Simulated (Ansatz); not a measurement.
System: rock-salt LiI. Method: PBE+SOC (plane waves, PAW; Ansatz, a quantum-chemistry and plane-wave program).

Run with plane-wave cutoff 520 eV, 10×10×10 k mesh, Fermi–Dirac smearing 0.01 eV, PAW data made under PBE.

A third-order Birch–Murnaghan fit to the energies gives V0 = 27.311 Å³/atom, B0 = 19.6 GPa, B′ = 4.5.

| V (Å³/atom) | P (GPa) |
|---|---|
| 25.672 | 1.396 |
| 26.218 | 0.879 |
| 26.765 | 0.415 |
| 27.311 | 0.000 |
| 27.857 | (withheld) |
| 28.403 | (withheld) |
| 28.949 | (withheld) |

Question: Estimate the withheld pressures from this fit; the answers are the runs' own values.

Answer: 
- 27.857, P (GPa): -0.372
- 28.403, P (GPa): -0.706
- 28.949, P (GPa): -1.005

The formula P = (3/2) B0 (x^(7/3) − x^(5/3)) [1 + (3/4)(B′ − 4)(x^(2/3) − 1)] with x = V0/V meets the computed pressures within 0.01 GPa when these rounded values are put in.

Measured, for comparison: bulk modulus 24 GPa (0 K, extrapolated to 0 K; as tabulated in Doll and Stoll (1998), arXiv:cond-mat/9801031). Computed (rounded) less measured: bulk modulus -18 %.
